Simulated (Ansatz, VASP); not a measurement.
**B2P in VASP and in Ansatz**

```
B P
1.0
     1.45452    0.83976    3.92488
    -1.45452    0.83976    3.92488
     0.00000   -1.67952    3.92488
B P
2 1
Direct
  0.42934 0.42934 0.42934
  0.57066 0.57066 0.57066
  0.00000 0.00000 0.00000
```

Change from the starting cell: strain = -0.04.

Alike in both runs: task relaxation of the atoms; functional PBE; k mesh 10 × 10 × 10; occupations fermi-dirac, width 0.05 eV; no spin polarisation.

|  | VASP | Ansatz |
| --- | --- | --- |
| version | VASP 6.6.1 | Ansatz 0.2.0 |
| potentials or method | VASP PAW PBE potentials, release 64 (B, P) | Ansatz PAW |
| plane-wave cutoff (eV) | 520 | 420 |
| valence electrons in the cell | 11 | 11 |

```csv
,VASP,Ansatz,Ansatz less VASP
"gap on the k mesh at the Fermi level, each at its own relaxed structure (eV)",none,none,-
energy change over the relaxation (meV/atom),-4,-4,-0.2
```

A gap of «none» marks a metal or a gap that the smearing closes.
